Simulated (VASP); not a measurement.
Computed with r2SCAN+rVV10, VASP's PBE PAW potentials (set 64) (plane waves; VASP).

The input files of a VASP run:

### INCAR
```
SYSTEM = MgF2
PREC = Accurate; ENCUT = 520; LREAL = F
LASPH = T
EDIFF = 1E-6; NELM = 100; ALGO = Normal
LMIXTAU = T
ISMEAR = 0; SIGMA = 0.05
METAGGA = R2SCAN; LUSE_VDW = T; BPARAM = 11.95
CPARAM = 0.0093
IBRION = 2; NSW = 60; ISIF = 3
EDIFFG = -0.02
LWAVE = F; LCHARG = F
```

File KPOINTS:
```
kpoints
0
gamma
  5 5 7
```

### POSCAR
```
MgF2
1
    4.6200000000     0.0000000000     0.0000000000
    0.0000000000     4.6200000000     0.0000000000
    0.0000000000     0.0000000000     3.0500000000
Mg F
2 4
Direct
  0.0000000000   0.0000000000   0.0000000000
  0.5000000000   0.5000000000   0.5000000000
  0.3030000000   0.3030000000   0.0000000000
  0.8030000000   0.1970000000   0.5000000000
  0.1970000000   0.8030000000   0.5000000000
  0.6970000000   0.6970000000   0.0000000000
```

POTCAR, in this order: Mg F (PBE.64 set). Program: vasp_std.

The run wrote:

**OSZICAR**
```
       N       E                     dE             d eps       ncg     rms          rms(c)
DAV:   1     0.187644114843E+03    0.18764E+03   -0.18926E+04  1000   0.154E+03
DAV:   2    -0.451438562810E+02   -0.23279E+03   -0.22451E+03  1240   0.354E+02
DAV:   3    -0.542855368862E+02   -0.91417E+01   -0.91200E+01  1120   0.731E+01
DAV:   4    -0.543401772971E+02   -0.54640E-01   -0.54625E-01  1100   0.643E+00
DAV:   5    -0.543404890774E+02   -0.31178E-03   -0.31177E-03  1108   0.496E-01    0.891E+00
DAV:   6    -0.449981066628E+02    0.93424E+01   -0.50155E+00   992   0.153E+01    0.267E+00
DAV:   7    -0.416974331142E+02    0.33007E+01   -0.11208E+00  1036   0.129E+01    0.189E+00
DAV:   8    -0.491007301609E+02   -0.74033E+01   -0.12658E+00   976   0.127E+01    0.975E-01
DAV:   9    -0.423530063635E+02    0.67477E+01   -0.43270E-01   964   0.805E+00    0.346E-01
DAV:  10    -0.421926264314E+02    0.16038E+00   -0.20520E-01   960   0.513E+00    0.138E-01
DAV:  11    -0.421473426457E+02    0.45284E-01   -0.65975E-03  1116   0.971E-01    0.128E-01
DAV:  12    -0.425957457110E+02   -0.44840E+00   -0.93653E-02   960   0.334E+00    0.201E-01
DAV:  13    -0.425959134288E+02   -0.16772E-03   -0.19965E-03  1092   0.586E-01    0.107E-01
DAV:  14    -0.426014630239E+02   -0.55496E-02   -0.22038E-03   964   0.616E-01    0.896E-02
DAV:  15    -0.426021124679E+02   -0.64944E-03   -0.22717E-04  1088   0.168E-01    0.608E-02
DAV:  16    -0.426021294086E+02   -0.16941E-04   -0.33489E-05  1056   0.491E-02    0.445E-02
DAV:  17    -0.426021297292E+02   -0.32063E-06   -0.11568E-04  1000   0.947E-02    0.137E-02
DAV:  18    -0.426021433006E+02   -0.13571E-04   -0.98397E-06   988   0.367E-02    0.957E-03
DAV:  19    -0.426021485757E+02   -0.52751E-05   -0.13702E-05  1100   0.314E-02    0.146E-03
DAV:  20    -0.426021488472E+02   -0.27154E-06   -0.25322E-07   564   0.584E-03
   1 F= -.42602149E+02 E0= -.42602149E+02  d E =-.426021E+02
       N       E                     dE             d eps       ncg     rms          rms(c)
DAV:   1    -0.427649044280E+02   -0.16276E+00   -0.28630E+00  1080   0.166E+01    0.312E+00
DAV:   2    -0.426148436533E+02    0.15006E+00   -0.57490E-01  1072   0.632E+00    0.508E-01
DAV:   3    -0.426075757909E+02    0.72679E-02   -0.12308E-02   976   0.109E+00    0.179E-01
DAV:   4    -0.425815133160E+02    0.26062E-01   -0.11902E-02   960   0.145E+00    0.683E-02
DAV:   5    -0.426108865441E+02   -0.29373E-01   -0.46790E-03   960   0.925E-01    0.262E-02
DAV:   6    -0.426109580404E+02   -0.71496E-04   -0.24187E-04  1052   0.188E-01    0.532E-03
DAV:   7    -0.426110152069E+02   -0.57166E-04   -0.99511E-05   980   0.132E-01    0.663E-03
DAV:   8    -0.426110811023E+02   -0.65895E-04   -0.35234E-05   976   0.719E-02    0.563E-04
DAV:   9    -0.426110840741E+02   -0.29717E-05   -0.10611E-06   724   0.135E-02    0.181E-04
DAV:  10    -0.426110843060E+02   -0.23195E-06   -0.65330E-08   552   0.330E-03
   2 F= -.42611084E+02 E0= -.42611084E+02  d E =-.893546E-02
       N       E                     dE             d eps       ncg     rms          rms(c)
DAV:   1    -0.426123443806E+02   -0.12603E-02   -0.22043E-02  1076   0.145E+00    0.274E-01
DAV:   2    -0.426111994993E+02    0.11449E-02   -0.44126E-03  1068   0.554E-01    0.443E-02
DAV:   3    -0.426111354741E+02    0.64025E-04   -0.95892E-05   988   0.958E-02    0.153E-02
DAV:   4    -0.426109960320E+02    0.13944E-03   -0.94215E-05   960   0.128E-01    0.721E-03
DAV:   5    -0.426111658316E+02   -0.16980E-03   -0.32402E-05   960   0.750E-02    0.152E-03
DAV:   6    -0.426111651580E+02    0.67364E-06   -0.28381E-06   848   0.217E-02
   3 F= -.42611165E+02 E0= -.42611165E+02  d E =-.901631E-02
       N       E                     dE             d eps       ncg     rms          rms(c)
DAV:   1    -0.426112145465E+02   -0.48715E-04   -0.93838E-04  1040   0.301E-01    0.563E-02
DAV:   2    -0.426111650704E+02    0.49476E-04   -0.18571E-04  1068   0.114E-01    0.917E-03
DAV:   3    -0.426111622782E+02    0.27921E-05   -0.38441E-06   872   0.190E-02    0.322E-03
DAV:   4    -0.426111568442E+02    0.54341E-05   -0.35896E-06   920   0.251E-02    0.122E-03
DAV:   5    -0.426111633484E+02   -0.65042E-05   -0.11860E-06   576   0.142E-02    0.414E-04
DAV:   6    -0.426111632764E+02    0.71942E-07   -0.12527E-07   524   0.467E-03
   4 F= -.42611163E+02 E0= -.42611163E+02  d E =-.901443E-02
       N       E                     dE             d eps       ncg     rms          rms(c)
DAV:   1    -0.426112760052E+02   -0.11266E-03   -0.68486E-02   960   0.246E+00    0.600E-02
DAV:   2    -0.426112989886E+02   -0.22983E-04   -0.14518E-03  1080   0.330E-01    0.263E-02
DAV:   3    -0.426112852840E+02    0.13705E-04   -0.34040E-05   968   0.827E-02    0.136E-02
DAV:   4    -0.426112296651E+02    0.55619E-04   -0.73009E-05   960   0.981E-02    0.434E-03
DAV:   5    -0.426112824964E+02   -0.52831E-04   -0.61151E-05   960   0.980E-02    0.114E-03
DAV:   6    -0.426112979141E+02   -0.15418E-04   -0.69537E-06   976   0.279E-02    0.135E-03
DAV:   7    -0.426112980162E+02   -0.10210E-06   -0.18499E-07   624   0.596E-03
   5 F= -.42611298E+02 E0= -.42611298E+02  d E =-.134740E-03
```

File OUTCAR:
```
------------------------ aborting loop because EDIFF is reached ----------------------------------------
  FORCE on cell =-STRESS in cart. coord.  units (eV):
  Direction    XX          YY          ZZ          XY          YZ          ZX
  --------------------------------------------------------------------------------------
  Total       -0.0215541     -0.0215541     -0.0105866      0.0000000      0.0000000      0.0000000
  in kB       -0.5410131     -0.5410131     -0.2657255      0.0000000      0.0000000      0.0000000
  external PRESSURE =      -0.4492506 kB  Pullay stress =       0.0000000 kB
  volume of cell :       63.83
      direct lattice vectors                 reciprocal lattice vectors
     4.590338358  0.000000000  0.000000000     0.217848865 -0.000000000  0.000000000
     0.000000000  4.590338358  0.000000000    -0.000000000  0.217848865  0.000000000
     0.000000000  0.000000000  3.029306490     0.000000000  0.000000000  0.330108559
 POSITION                                       TOTAL-FORCE (eV/Angst)
 -----------------------------------------------------------------------------------
      4.59034      4.59034      0.00000         0.000000     -0.000000      0.000000
      2.29517      2.29517      1.51465         0.000000     -0.000000      0.000000
      1.38995      1.38995      0.00000        -0.008467     -0.008467     -0.000000
      3.68512      0.90522      1.51465        -0.008467      0.008467      0.000000
      0.90522      3.68512      1.51465         0.008467     -0.008467      0.000000
      3.20039      3.20039      0.00000         0.008467      0.008467      0.000000
 -----------------------------------------------------------------------------------
    total drift:                                0.000000      0.000000      0.000000
  FREE ENERGIE OF THE ION-ELECTRON SYSTEM (eV)
  ---------------------------------------------------
  free  energy   TOTEN  =       -42.6112980162 eV

  energy  without entropy=      -42.6112980162  energy(sigma->0) =      -42.61129802

 reached required accuracy - stopping structural energy minimisation
```
(Selected blocks of OUTCAR.)

CONTCAR:
```
MgF2
   1.00000000000000
     4.5903383581395723    0.0000000000000000    0.0000000000000000
     0.0000000000000000    4.5903383581395723    0.0000000000000000
     0.0000000000000000    0.0000000000000000    3.0293064898707063
  Mg              F
     2     4
Direct
     1.0000000000000000    1.0000000000000000    0.0000000000000000
     0.5000000000000000    0.5000000000000000    0.5000000000000000
     0.3027985975387475    0.3027985975387475    0.0000000000000000
     0.8027985975387475    0.1972014024612525    0.5000000000000000
     0.1972014024612525    0.8027985975387475    0.5000000000000000
     0.6972014024612525    0.6972014024612525    0.0000000000000000
```

The compound is MgF2 in the rutile structure. This run relaxes it. Symmetry was kept, so distortions that lower it aren't found. The start is the result of an earlier pass.
